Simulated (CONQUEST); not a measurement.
This CONQUEST 1.3 run on MnS needs a look.

The input Conquest_input:

```
IO.Title MnS
IO.Coordinates coords.dat
IO.FractionalAtomicCoords T
IO.Iprint 2
IO.Iprint_init 1
General.NumberOfSpecies 2
General.PseudopotentialType hamann
AtomMove.TypeOfRun static
AtomMove.FullStress T
DM.SolutionMethod diagon
Diag.MPMesh T
Diag.GammaCentred T
Diag.MPMeshX 4
Diag.MPMeshY 4
Diag.MPMeshZ 3
Diag.kT 0.00099223
minE.SCTolerance 1e-6
SC.MaxIters 100
IO.AtomChargeOutput T
Spin.SpinPolarised T
Spin.FixSpin F
SC.LinearMixingFactor 0.3
SC.MaxPulay 8
Grid.Cutoff 150
%block ChemicalSpeciesLabel
1 54.940 Mn
2 32.070 S
%endblock
```

coords.dat

```
    6.6102724020     0.0000000000     0.0000000000
    0.0000000000     6.6102724020     0.0000000000
    0.0000000000     0.0000000000     9.3483368824
4
  0.4988690000   0.4966370000   0.4977720000 1 T T T
  0.9988690000   0.9966370000   0.9977720000 1 T T T
  0.4989755000   0.0011415000   0.7490965000 2 T T T
  0.9989755000   0.5011415000   0.2490965000 2 T T T
```

Potentials or basis: PseudoDojo NC LDA, SZP.

Run with:

```sh
$ Conquest
```

Output:

```text
Simulation cell dimensions:     6.6103 a0 x     6.6103 a0 x     9.3483 a0

      Atomic coordinates (a0)
         Atom         X         Y         Z  Species
            1    3.2977    3.2829    4.6533        1
            2    6.6028    6.5880    9.3275        1
            3    3.2984    0.0075    7.0028        2
            4    6.6035    3.3127    2.3286        2

         Monkhorst-Pack mesh:   4 x   4 x   3 gamma-centred
        This calculation includes non-local pseudopotentials,
         with a maximum core radius of      7.15384292

    Job title: MnS
    Job to be run: static calculation

    Ground state search:
      Support functions represented with PAO basis
      1:1 PAO to SF mapping
      Spin-polarised electrons; population difference free
      Solving for the K matrix using diagonalisation
[... 118 lines left out ...]
    PulayMixSC: Pulay iteration     9 residual:              0.59072E-06
    PulayMixSC: Reached SCF tolerance of  0.59072E-06 after      9 iterations
      | Number of electrons (u/d)=        21.000008       21.000008
[... 1 line left out ...]
      |  screened ion-ion energy =      -188.112198884511059 Ha
      |  Ha correction           =        -1.212081274221628 Ha
      |  XC correction           =        -4.260468947412623 Ha
      | GS Energy as E-(1/2)TS   =      -239.725404866272356 Ha
      | Free Energy as E-TS      =      -239.725716251671685 Ha
      |* Harris-Foulkes energy   =      -239.725093480873028 Ha
      |* DFT total energy        =      -239.725093478473127 Ha
      |  estimated accuracy      =        -0.000000002399901 Ha

    force: Forces on atoms (Ha/a0)
    force:  Atom   X              Y              Z
    force:     1   0.0002359219   0.0044825473   0.0026324983
    force:     2   0.0002359274   0.0044824926   0.0026321295
    force:     3  -0.0000968523  -0.0049165471  -0.0019146877
    force:     4  -0.0000968545  -0.0049164483  -0.0019172201

    force: Maximum force :        0.00491655(Ha/a0) on atom         3 in y direction
    force: Force Residual:        0.00524070 Ha/a0
    force: Total stress:          2.21916935     0.02882519    -0.08051360 GPa
                             0.02882519     3.55285822     1.31663064
                            -0.08051360     1.31663064     6.17000923
    force: Average pressure:     -3.98067893 GPa

    force: Finished force
    get_E_and_F: Change in energy during last step of electronic optimisation: -0.10044E-06

    BIBLIOGRAPHY: Please consider citing the following references in the conquest.bib file

    CONQUEST:         Bowler2002pt, Miyazaki2004, Nakata2020
    Basis:            Bowler2019
    DM:               Bowler:2006xr
    Pseudopotentials: Hamann2013, Bowler2019
    XC references from LibXC:
      P. A. M. Dirac.,  Math. Proc. Cambridge Philos. Soc. 26, 376 (1930)
```

**Question.** What happened, and what is wrong with the input?

**Answer.** The calculation finished and met its thresholds. The input holds a flaw that was put in on purpose: misspelt key is ignored (Grid.GridCutoff = left out; Grid.Cutoff = 150). The program doesn't stop on it, so the numbers can't be trusted though the run ends normally.
